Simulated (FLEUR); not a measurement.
# TiB2 (P6/mmm) in FLEUR: a series of runs, part 2 of 2

FLEUR MaX-R8.1 (patched build s14). Earlier steps stand in the parts before.

## 3. Single point, PBE

File inp.xml:

```xml
<?xml version="1.0" encoding="UTF-8" standalone="no"?>
<fleurInput fleurInputVersion="0.39">
   <comment>
      TiB2                                                                                                
   </comment>
   <calculationSetup>
      <cutoffs Kmax="4.71" Gmax="14.6" GmaxXC="14.6" numbands="0"/>
      <scfLoop itmax="60" minDistance="0.00001" maxIterBroyd="15" imix="Anderson" alpha="0.05" precondParam="0.0" spinf="2.0"/>
      <coreElectrons ctail="T" frcor="F" kcrel="0" coretail_lmax="0"/>
      <xcFunctional name="pbe" relativisticCorrections="F"/>
      <magnetism jspins="1"/>
      <soc l_soc="F" theta="0.0" phi="0.0" spav="F"/>
      <expertModes spex="0" secvar="F"/>
      <geometryOptimization l_f="F" forcealpha="1.0" forcemix="BFGS" epsdisp="0.00001" epsforce="0.00001"/>
      <ldaU l_linMix="F" mixParam="0.05" spinf="1.0"/>
   </calculationSetup>
   <cell>
      <bzIntegration valenceElectrons="18.0" mode="hist" fermiSmearingEnergy="0.00183747">
         <kPointListSelection listName="default-1"/>
         <!-- k-points included here -->
         <xi:include xmlns:xi="http://www.w3.org/2001/XInclude" href="kpts.xml"> </xi:include>
      </bzIntegration>
      <!-- symmetry operations included here -->
      <xi:include xmlns:xi="http://www.w3.org/2001/XInclude" href="sym.xml"> </xi:include>
      <bulkLattice scale="1.0">
         <bravaisMatrix>
            <row-1>    5.7243583766383193     0.0000000000000000     0.0000000000000000</row-1>
            <row-2>   -2.8621791883191596     4.9574397744522232     0.0000000000000000</row-2>
            <row-3>    0.0000000000000000     0.0000000000000000     6.1007918206586398</row-3>
         </bravaisMatrix>
      </bulkLattice>
   </cell>
   <atomSpecies>
      <species name="Titanium (Ti)" element="Ti" atomicNumber="22">
         <mtSphere radius="2.64" gridPoints="873" logIncrement="0.014"/>
         <atomicCutoffs lmax="10" lnonsphr="10"/>
         <electronConfig flipSpins="F">
            <coreConfig>(1s1/2) (2s1/2) (2p1/2) (2p3/2)</coreConfig>
            <valenceConfig>(3s1/2) (3p1/2) (3p3/2) (4s1/2) (3d3/2) (3d5/2)</valenceConfig>
            <stateOccupation state="(3d3/2)" spinUp="0.400000" spinDown="0.400000"/>
            <stateOccupation state="(3d5/2)" spinUp="0.600000" spinDown="0.600000"/>
         </electronConfig>
         <energyParameters s="4" p="4" d="3" f="4"/>
         <lo type="SCLO" l="0" n="3" eDeriv="0"/>
         <lo type="SCLO" l="1" n="3" eDeriv="0"/>
         <lo type="SCLO" l="1" n="3" eDeriv="1"/>
         <lo type="SCLO" l="2" n="3" eDeriv="2"/>
         <lo type="SCLO" l="3" n="4" eDeriv="2"/>
      </species>
      <species name="Boron (B)" element="B" atomicNumber="5">
         <mtSphere radius="1.53" gridPoints="507" logIncrement="0.02"/>
         <atomicCutoffs lmax="8" lnonsphr="8"/>
         <electronConfig flipSpins="F">
            <coreConfig>(1s1/2)</coreConfig>
            <valenceConfig>(2s1/2) (2p1/2) (2p3/2)</valenceConfig>
            <stateOccupation state="(2p1/2)" spinUp="0.166667" spinDown="0.166667"/>
            <stateOccupation state="(2p3/2)" spinUp="0.333333" spinDown="0.333333"/>
         </electronConfig>
         <energyParameters s="2" p="2" d="3" f="4"/>
         <lo type="SCLO" l="0" n="2" eDeriv="2"/>
         <lo type="SCLO" l="1" n="2" eDeriv="2"/>
         <lo type="SCLO" l="2" n="3" eDeriv="2"/>
      </species>
   </atomSpecies>
   <atomGroups>
      <atomGroup species="Titanium (Ti)">
         <relPos label="                   1">.0000000000 .0000000000 .0000000000</relPos>
         <force calculate="T" relaxXYZ="TTT"/>
      </atomGroup>
      <atomGroup species="Boron (B)">
         <relPos label="                   2">-1.000/3.000 1.000/3.000 1.000/2.000</relPos>
         <relPos label="                   3">1.000/3.000 -1.000/3.000 1.000/2.000</relPos>
         <force calculate="T" relaxXYZ="TTT"/>
      </atomGroup>
   </atomGroups>
   <output dos="F" band="F" slice="F">
      <checks vchk="F" cdinf="F"/>
      <bandDOS minEnergy="-.5*Htr" maxEnergy="0.5*Htr" sigma="0.015" storeEVData="T"/>
      <vacuumDOS vacdos="F" integ="F" star="F" nstars="0" locx1="0.0" locy1="0.0" locx2="0.0" locy2="0.0" nstm="0" tworkf="0.0"/>
      <unfoldingBand unfoldBand="F" supercellX="1" supercellY="1" supercellZ="1"/>
      <plotting iplot="0" polar="F">
         <plot TwoD="T" vec1="  1.0  0.0  0.0" vec2="  0.0  1.0  0.0" vec3="  0.0  0.0  1.0" zero="  0.0  0.0  0.0" file="plot"/>
      </plotting>
      <chargeDensitySlicing numkpt="0" minEigenval="0.0" maxEigenval="0.0" nnne="0" pallst="F"/>
      <specialOutput eonly="F"/>
      <magneticCircularDichroism mcd="F" energyLo="-10.0" energyUp="0.0"/>
   </output>
  <!-- We include the file relax.xml here to enable relaxations (see documentation) -->
  <xi:include xmlns:xi="http://www.w3.org/2001/XInclude" href="relax.xml"> <xi:fallback/> </xi:include>
</fleurInput>
```

File crystal.txt:

```
TiB2
&input cartesian=F /
3.0292000000  0.0000000000  0.0000000000
-1.5146000000  2.6233641531  0.0000000000
0.0000000000  0.0000000000  3.2284000000
1.8897261246
1.0 1.0 1.0

3
22 0.0000000000  0.0000000000  0.0000000000
5 0.6666666667  0.3333333333  0.5000000000
5 0.3333333333  0.6666666667  0.5000000000

&kpt div1=4 div2=4 div3=3 gamma=T /
```

Potentials or basis: all-electron, FLAPW.

On the command line:

```
inpgen -f crystal.txt -profile fastHighL; OMP_NUM_THREADS=2 fleur
```

Log:

```text
Welcome to FLEUR        (www.flapw.de)
      MaX-Release 8.1          (www.max-centre.eu)

 ========== k-point set info ==========
 Selected k-point list: default-1
 k-point list type: mesh
 4 x 4 x 3
 Number of k points: 8

 ------------Calculation Setup---------------------------
 Number of OMP-threads    :            2
 Number of basis functions:          432
 Approximate size of matrices (H+S) per k-point:         0.003 GB
 --------------------------------------------------------
 Iteration:     1   Distance:      20.83599057 me/bohr^3
 Iteration:     2   Distance:      17.88794248 me/bohr^3
 Iteration:     3   Distance:       8.16024681 me/bohr^3
 Iteration:     4   Distance:       8.24760421 me/bohr^3
 Iteration:     5   Distance:       1.49230923 me/bohr^3
 Iteration:     6   Distance:       1.00399455 me/bohr^3
 Iteration:     7   Distance:       0.27175899 me/bohr^3
 Iteration:     8   Distance:       0.04313683 me/bohr^3
 Iteration:     9   Distance:       0.02882843 me/bohr^3
 Iteration:    10   Distance:       0.00273835 me/bohr^3
 Iteration:    11   Distance:       0.00529603 me/bohr^3
 Iteration:    12   Distance:       0.00096683 me/bohr^3
 Iteration:    13   Distance:       0.00088597 me/bohr^3
 Iteration:    14   Distance:       0.00002613 me/bohr^3
 Iteration:    15   Distance:       0.00001546 me/bohr^3
 Iteration:    16   Distance:       0.00001446 me/bohr^3
 Iteration:    17   Distance:       0.00000428 me/bohr^3

 ********************************************************************
 Run finished successfully
 Stop message:
   all done
 ********************************************************************
```

out.xml (last iteration):

```text
<iteration numberForCurrentRun="   17" overallNumber="   17">
         <energyParameters units="Htr">
            <atomicEP atomType="1" spin="1" branch="4s" branchLowest="-1.63" branchHighest="1.76" value="0.2838102167"/>
            <atomicEP atomType="1" spin="1" branch="4p" branchLowest="-0.74" branchHighest="2.21" value="0.3927931298"/>
            <atomicEP atomType="1" spin="1" branch="3d" branchLowest="-9.99" branchHighest="0.63" value="0.4253698058"/>
            <atomicEP atomType="1" spin="1" branch="4f" branchLowest="-9.99" branchHighest="2.78" value="0.6746627888"/>
            <loAtomicEP atomType="1" spin="1" branch="3s" branchLowest="-19.07" branchHighest="-1.63" value="-1.6425401326"/>
            <loAtomicEP atomType="1" spin="1" branch="3p" branchLowest="-15.67" branchHighest="-0.74" value="-0.7720611794"/>
            <loAtomicEP atomType="1" spin="1" branch="3p" branchLowest="-15.67" branchHighest="-0.74" value="-0.7720611794"/>
            <loAtomicEP atomType="1" spin="1" branch="3d" branchLowest="-9.99" branchHighest="0.63" value="0.4250090470"/>
            <loAtomicEP atomType="1" spin="1" branch="4f" branchLowest="-9.99" branchHighest="2.78" value="0.6746614648"/>
[... 63 lines left out ...]
            <FockExchangeEnergyCore value="0.0000000000"/>
            <atomTypeDependentContributions atomType="1">
               <electronNucleiInteractionDifferentMTs value="1015.7061105034"/>
               <MadelungTerm value="-6.7809849747"/>
            </atomTypeDependentContributions>
            <atomTypeDependentContributions atomType="2">
               <electronNucleiInteractionDifferentMTs value="54.3156489930"/>
               <MadelungTerm value="-5.9823378857"/>
            </atomTypeDependentContributions>
            <tkbTimesEntropy value="0.0003296806"/>
            <freeEnergy value="-903.6337676137"/>
            <extrapolationTo0K value="-903.6336027734"/>
         </totalEnergy>
         <densityConvergence units="me/bohr^3">
            <chargeDensity spin="1" distance="0.0000042774"/>
         </densityConvergence>
      </iteration>
```

It took 12 s on 2 threads of Intel Xeon Platinum 8375C at 2.90GHz (Ice Lake), shared host; peak memory 0.05 GiB.

What came out:

| Item | Value |
| --- | --- |
| Free energy | -24589.1275 eV |
| Band gap on the k mesh | none (metal or under the smearing width) |
| Valence electrons inside the program's atomic spheres | Ti 11.42; B 1.46 (radii Ti 2.64, B 1.53 bohr) |

Core levels (eV from the Fermi level):
```tsv
atom	levels
1 Ti	1s1/2 -4862.4, 2s1/2 -531.4, 2p1/2 -442.5, 2p3/2 -436.8
2 B	1s1/2 -173.1
3 B	1s1/2 -173.1
```

Caveat: the k mesh is coarse (spacing up to 0.65 Å⁻¹), so the values aren't converged.
